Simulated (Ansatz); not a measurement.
# Ca: the cost of one run

Computed with Ansatz 0.2.0 (DFT PBE, scalar-relativistic, plane waves, PAW, unless a step's input says otherwise).

2 further runs of the same task are left out: 2 that didn't finish. Runs told in other sessions of the task aren't counted.

## (1) Starting point

The structure is tetragonal, space group I4/mmm (No. 139). The conventional cell has a = 4.488 Å, b = 4.488 Å, c = 4.180 Å, α = 90.00°, β = 90.00°, γ = 90.00°. Ca (site symmetry 4/mmm) has 10 Ca at 3.80 to 4.18 Å in its first shell of neighbours.

Structure file:

```cif
data_structure
_symmetry_space_group_name_H-M 'P 1'
_symmetry_Int_Tables_number 1
_cell_length_a 3.7995
_cell_length_b 3.7995
_cell_length_c 3.7995
_cell_angle_alpha 107.609
_cell_angle_beta 107.609
_cell_angle_gamma 113.263
_cell_volume 42.09
loop_
_atom_site_label
_atom_site_type_symbol
_atom_site_fract_x
_atom_site_fract_y
_atom_site_fract_z
_atom_site_occupancy
Ca1 Ca 0.00000 0.00000 0.00000 1
```

The cell was relaxed beforehand at this level, from a generated guess; it is a trial structure. At a tolerance of 0.05 Å it has space group I4/mmm (No. 139); it has 42.09 Å³/atom, an uncorrected energy of +0.02 eV/atom over the standard state.

## (2) Bands, states and charges

input.yaml

```yaml
crystal:
  lattice:
    - [-2.2437794292, 2.2437794292, 2.0898313254]
    - [2.2437794292, -2.2437794292, 2.0898313254]
    - [2.2437794292, 2.2437794292, -2.0898313254]
  atoms:
    - { symbol: Ca, position: [0.0, 0.0, 0.0] }
basis:
  ecutwfc: 420
kpoints:
  mp_grid: { grid: [18, 18, 18] }
  band_path:
    path:
      - [[0.0, 0.0, 0.0], [0.0, 0.0, 0.5], [-0.5, 0.5, 0.5], [0.0, 0.0, 0.0], [0.46687134, 0.46687134, -0.46687134]]
      - [[-0.46687134, 0.53312866, 0.46687134], [-0.5, 0.5, 0.5]]
      - [[0.0, 0.0, 0.5], [0.25, 0.25, 0.25], [0.0, 0.5, 0.0], [0.0, 0.0, 0.0]]
    npoints: 14
hamiltonian:
  xc: pbe
scf:
  occupations: { method: gaussian, width: 0.1 }
  n_extra_bands: 6
output:
  forces: true
  stress: true
  eigenvalues: true
  populations: true
  dos: { projected: true, de: 0.02, nscf_kmesh: { grid: [22, 22, 22] } }
  bader: true
  write_density: true
  write_potential: true
  elf: true
  volumetric_format: npy
```

Command:

```console
$ ansatz run input.yaml --threads 1 --pin off --max-ram 2560MiB --backend cpu --events-out ev --progress --plain --runs-dir out
```

What time and memory should one allow on 1 thread of Intel Xeon at 2.50GHz (Skylake/Cascade Lake), shared host?

About 59 s, with a peak of 0.55 GiB.
